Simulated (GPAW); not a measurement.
Crystal: NiO2.

```xyz
6
Lattice="2.9122 0.0000 0.0000 -1.4561 2.5220 0.0000 0.0000 0.0000 10.5553" Properties=species:S:1:pos:R:3 pbc="T T T"
Ni    0.0000    0.0000    5.2776
Ni    0.0000    0.0000    0.0000
O     0.0000    1.6813    6.2179
O     0.0000    1.6813    9.6150
O     1.4561    0.8407    4.3374
O     1.4561    0.8407    0.9403
```

The cell comes from a database or a generator and needn't be the stable form of this composition.

Base run:

| Item | Value |
| --- | --- |
| Program | GPAW 26.7.0 |
| Functional | LDA |
| Potentials or basis | the program's PAW data sets (release 1.2.1) made for this functional |
| Cutoff | 800 eV |
| Basis | pw |
| k mesh | 7 × 7 × 2 |
| Occupations | fermi-dirac, width 0.05 eV |
| Spin | collinear spin, ferromagnetic start |
| Starting moments | [1.0, 1.0, 0.0, 0.0, 0.0, 0.0] μB |

Its results: band gap on the k mesh 0.85 eV, indirect (least direct gap 1.16 eV); pressure -18.9 GPa; net moment 0.00 μB per cell; largest force 1.321 eV/Å.

Q: The run is repeated on the same cell with these changes: functional from LDA to PBEsol; potentials or basis from the program's PAW data sets (release 1.2.1) made for this functional to PAW data sets generated in the run's folder for this functional. What comes out?

A: Band gap on the k mesh 0.92 eV, indirect (least direct gap 1.22 eV); pressure -12.8 GPa; net moment 0.00 μB per cell; largest force 0.813 eV/Å.

Caveats: the stock nickel data set gives pressures a few GPa off other programs; the run has no moments, though such compounds are often magnetic; a magnetic state may lie lower; forces of over 1 eV/Å show positions far from the minimum, so gaps and moduli don't describe the material at rest (some runs).
